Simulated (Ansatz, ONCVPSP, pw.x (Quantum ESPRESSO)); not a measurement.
**What a changed setting does to a pw.x run (fcc Si)**

Potential: optimised norm-conserving Vanderbilt (ONCV), ONCVPSP 4.0.1.1 (patched build), PBE; core [Ne], reference 3s2 3p2; waves: 3s: rc 1.60 bohr, ncon 4, nbas 9, qcut 5 1/bohr, 1 projector; 3p: rc 2.30 bohr, ncon 4, nbas 8, qcut 4.2 1/bohr, 2 projectors, debl 1.6 Ha; d scattering state at 0.08 Ha: rc 2.25 bohr, ncon 5, nbas 8, qcut 3.7 1/bohr, 2 projectors, debl 1.9 Ha; local part: polynomial inside 1.15 bohr (lpopt 5, dvloc0 4 Ha); core correction: none.

The reference run (k-mesh 15³, cutoffs 35/140 Ry, Fermi–Dirac 0.01 Ry, mixing_beta 0.4, conv_thr 1e-9, no spin) gives 0.78 GPa at 14.425 Å³/atom, where all-electron LAPW gives 0.32 GPa. This run, with its own iteration cap, changes input_dft to sla+noc, a wrong or extreme entry chosen on purpose.

```
&control
  calculation='scf', prefix='x', pseudo_dir='./', outdir='./tmp', tstress=.true., disk_io='none'
/
&system
  ibrav=0, nat=1, ntyp=1, ecutwfc=35, ecutrho=140, nbnd=9,
  occupations='smearing', smearing='fd', degauss=0.01, input_dft='sla+noc'
/
&electrons
  conv_thr=1e-09, mixing_beta=0.4, electron_maxstep=70
/
ATOMIC_SPECIES
Si 1.0 Si.UPF
CELL_PARAMETERS angstrom
  0.00000000 1.93209559 1.93209559
  1.93209559 0.00000000 1.93209559
  1.93209559 1.93209559 0.00000000
ATOMIC_POSITIONS crystal
Si 0.0000 0.0000 0.0000
K_POINTS automatic
15 15 15 0 0 0
```

```bash
pw.x < Si.scf.in > Si.scf.out
```

Problem. How does the run end?

Solution. It converges in 6 iterations; the free energy moves by +5.20 eV/atom and the pressure by +7.39 GPa. The functional is no longer that of the file, so the result is not meaningful.

```
Exchange-correlation= SLA+NOC
     Message from routine setup:
     using ibrav=0 with symmetry is DISCOURAGED, use correct ibrav instead
     lattice parameter (alat)  =       5.1635  a.u.
     unit-cell volume          =      97.3447 (a.u.)^3
     number of electrons       =         4.00
     number of Kohn-Sham states=            9
     kinetic-energy cutoff     =      35.0000  Ry
     charge density cutoff     =     140.0000  Ry
     scf convergence threshold =      1.0E-09
     Exchange-correlation= SLA+NOC
     number of k points=   120  Fermi-Dirac smearing, width (Ry)=  0.0100
     iteration #  1     ecut=    35.00 Ry     beta= 0.40
     total energy              =      -7.45989719 Ry
     estimated scf accuracy    <       0.00440073 Ry
     iteration #  2     ecut=    35.00 Ry     beta= 0.40
     total energy              =      -7.45944558 Ry
     estimated scf accuracy    <       0.00132274 Ry
     iteration #  3     ecut=    35.00 Ry     beta= 0.40
     total energy              =      -7.45950166 Ry
     estimated scf accuracy    <       0.00000285 Ry
     iteration #  4     ecut=    35.00 Ry     beta= 0.40
     total energy              =      -7.45950248 Ry
     estimated scf accuracy    <       0.00000007 Ry
     iteration #  5     ecut=    35.00 Ry     beta= 0.40
     total energy              =      -7.45950249 Ry
     estimated scf accuracy    <          9.9E-09 Ry
     iteration #  6     ecut=    35.00 Ry     beta= 0.40
     the Fermi energy is    12.2783 ev
!    total energy              =      -7.45950249 Ry
     estimated scf accuracy    <          3.9E-10 Ry
     smearing contrib. (-TS)   =      -0.00201458 Ry
     The total energy is F=E-TS. E is the sum of the following terms:
     one-electron contribution =       4.62360082 Ry
     hartree contribution      =       0.02968625 Ry
     xc contribution           =      -2.06487641 Ry
     ewald contribution        =     -10.04589858 Ry
     convergence has been achieved in   6 iterations
          total   stress  (Ry/bohr**3)                   (kbar)     P=       81.74
     Message from routine punch:
     Nothing written, as per user request (disk_io='none')
```

The run took about 4.4 s on one core of a shared host (Neoverse-N1, 64 threads, 124 GiB, load 59).
